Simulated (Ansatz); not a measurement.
H in Hg

Computed with DFT PBE, scalar-relativistic, plane waves, PAW in Ansatz 0.2.0.

Settings: cutoff 420 eV, Γ-centred mesh 10×10×4 on the computed 3-atom cell, Gaussian smearing of 0.01 eV; no spin polarisation for the host; each changed cell takes a mesh and smearing chosen by its own gap and starts from the host's moments or customary ones, or runs without spin. Cells and atoms are relaxed to the nearest stationary point that keeps the symmetry of their start (forces under 0.02 to 0.04 eV/Å, stress under 0.1 to 0.2 GPa); energies are at zero smearing, without zero-point or thermal terms.

Relaxed host (gap on the mesh 0.34 eV):

```yaml
crystal:
  lattice:
    - [3.58434, -0.10717, -0.17159]
    - [-1.68837, 3.16433, 0.15371]
    - [-1.40898, -1.17989, 8.45432]
  atoms:
    - { symbol: Hg, position: [0.55785, 0.77795, 0.33609] }
    - { symbol: Hg, position: [0.44215, 0.22205, 0.66391] }
    - { symbol: Hg, position: [0.00000, 0.00000, 0.00000] }
```

Cases: (1) 1 H in a 1×1×1 repeat of the cell, at (0.000 0.500 0.500) in fractions of that repeat, 2.49 Å from the nearest atom of the relaxed host; (2) 2 H in a 1×1×1 repeat of the cell, at (0.208 0.625 0.833), (0.791 0.375 0.167) in fractions of that repeat, 2.43 Å from the nearest atom of the relaxed host.

**Question.** Give the energy per H taken from half an H2 molecule (negative: uptake is favourable), the swelling and the final surroundings.

**Answer.**
| case | formula | energy per H (eV) | ΔV (%) | principal strains (%) | nearest host atoms of the first H | gap (eV) |
| --- | --- | --- | --- | --- | --- | --- |
| 1 | Hg3H | 0.77 | -4.8 | +18.0 -7.0 -13.3 | 2 (Hg) from 1.88 Å | 0 |
| 2 | Hg3H2 | 0.51 | +39.1 | +35.0 +3.5 -0.4 | 1 (Hg) from 1.66 Å | 1.66 |

Each ion keeps what symmetry its start has, so a lower place off a symmetric site can be missed, above all for H.

Relaxed structure of case 2, the lowest per ion:

```
Hg H
1.0
     3.64724   -0.07491   -0.43739
    -1.68658    3.24019    0.41095
    -1.91903   -0.94401   11.34277
Hg H
3 2
Direct
  0.54972 0.81881 0.37038
  0.44996 0.18106 0.62957
  0.00010 0.00021 0.00002
  0.05664 0.82418 0.88329
  0.94358 0.17632 0.11674
```

Spin-orbit coupling is left out. In Hg3H, Hg3H2 a bond of the host changes by more than 0.6 Å or the volume by a third: the framework has rearranged or swollen or shrunk strongly, and the figure may no longer describe a topotactic step.

Cost: 3 runs of about 17 core-minutes in all, on Arm Neoverse V1 (shared hosts).